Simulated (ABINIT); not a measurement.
Mo:

```
Mo
1.0
    -1.58381    1.58381    1.58381
     1.58381   -1.58381    1.58381
     1.58381    1.58381   -1.58381
Mo
1
Direct
  0.00000 0.00000 0.00000
```

Base run:

* Program: ABINIT 10.8.3 (patched build)
* Functional: PBE
* Potentials or basis: PseudoDojo NC SR PBE v0.5 standard
* Cutoff: 1088 eV
* k mesh: 12 × 12 × 12
* Occupations: fermi-dirac, width 0.05 eV
* Spin: no spin polarisation

Its results: band gap on the k mesh none (metal or under the smearing width); pressure -1.6 GPa.

**Question.** The run is repeated on the same cell with these changes: functional from PBE to WC; potentials or basis from PseudoDojo NC SR PBE v0.5 standard to JTH PAW PBE v2.0; cutoff from 1088 eV to 408 eV. What comes out?

**Answer.** Band gap on the k mesh none (metal or under the smearing width); pressure -7.5 GPa.

Caveats: the PAW data sets were made with another functional, which shifts forces and pressure a little (some runs).
